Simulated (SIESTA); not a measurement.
Crystal: PbSe (Clausthalite).

```
CELL_PARAMETERS angstrom
0.00000 3.06065 3.06065
3.06065 0.00000 3.06065
3.06065 3.06065 0.00000
ATOMIC_POSITIONS crystal
Pb 0.00000 0.00000 0.00000
Se 0.50000 0.50000 0.50000
```

Program: SIESTA 5.4.2. Alike in all runs: level PBE; no spin polarisation; cell as given; smearing fermi-dirac 0.05 eV; grid cutoff 500 Ry.

Order these runs on this cell by their band gap on the k mesh, lowest first.
A. potentials or basis PseudoDojo 0.4 standard (PBE files), TZP (energy shift 0.05 Ry); k mesh 8 × 8 × 8; energy shift 0.05 Ry
B. potentials or basis PseudoDojo 0.4 standard (PBE files), SZ (energy shift 0.05 Ry); k mesh 8 × 8 × 8; energy shift 0.05 Ry
C. potentials or basis PseudoDojo 0.4 standard (PBE files), TZP (energy shift 0.002 Ry); k mesh 6 × 6 × 6; broadening (eV) 0.3 eV; window to (eV) 30 eV; polarisation unpolarized; direction 0.0 0.0 1.0; optical mesh offset true; energy shift 0.002 Ry

B (0.10 eV), C (0.40 eV), A (0.56 eV).

Caveats: spin-orbit coupling is left out, which as a rule narrows the gap of such compounds by several tenths of an eV; the basis of atomic orbitals isn't converged, which shifts pressures, moduli and gaps; the basis has no polarisation orbitals (some runs); the basis holds too few empty states to meet the f-sum rule, so the spectrum is short of weight at high energy (some runs).

A k mesh can miss the band edges.
